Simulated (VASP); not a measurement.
Write the native input for VASP 6.6.1 that does the following.

```yaml
Task: work function
Functional: PBE
Potentials_or_basis: VASP PAW PBE potentials, release 64 (Ru_pv)
Cutoff: 400 eV
k_mesh: 16 × 16 × 1
Occupations: gaussian, width 0.1 eV
Spin: no spin polarisation
Dipole_correction: yes
Further_INCAR_settings: ALGO = Fast; EDIFF = 1e-06
```

The structure of Ru lies in POSCAR:

```
Ru                                      
1.0
    2.7060000000      0.0000000000      0.0000000000
    1.3530000000      2.3434647426      0.0000000000
    0.0000000000      0.0000000000     34.5280000000
  Ru            
     9
Direct
     0.0000000000000000    0.0000000000000000    0.2530536162271169
     0.3333333332999970    0.3333333332999970    0.3130294457948448
     0.0000000000000000    0.0000000000000000    0.3752910891309651
     0.3333333332999970    0.3333333332999970    0.4378882374732975
     0.0000000000000000    0.0000000000000000    0.5000000000000000
     0.3333333332999970    0.3333333332999970    0.5621117625267024
     0.0000000000000000    0.0000000000000000    0.6247089108690349
     0.3333333332999970    0.3333333332999970    0.6869705542051552
     0.0000000000000000    0.0000000000000000    0.7469463837728830
```

These files were run (other wordings do the same):

INCAR

```
PREC = Accurate ; ENCUT = 400
EDIFF = 1E-6 ; ISMEAR = 0
SIGMA = 0.1 ; LREAL = False
LASPH = True ; NELM = 100
ALGO = Fast ; ISIF = 2
LWAVE = False ; LCHARG = True
LDIPOL = True ; IDIPOL = 3
DIPOL = 0.5 0.5 0.500 ; GGA = PE
LELF = True ; LVHAR = True
LVACPOTAV = True
```

KPOINTS

```
regular mesh
0
Gamma
  16 16 1
```

Potentials or basis: VASP PAW PBE potentials, release 64 (Ru_pv).

Launch:

```bash
$ cat potpaw_PBE.64/Ru_pv/POTCAR > POTCAR
$ mpirun -np 1 vasp_std > vasp.out
```

Results of the run:

| Property | Result |
| --- | --- |
| Largest force | 0.015 eV/Å |
| Band gap on the k mesh | none (metal or under the smearing width) |
| Work function of the upper face | 5.00 eV |
| Work function of the lower face | 5.00 eV |

Wall time 8.9 min on 1 thread of Intel(R) Xeon(R) 6975P-C (Granite Rapids), with other jobs on the host, peak memory 0.39 GiB.
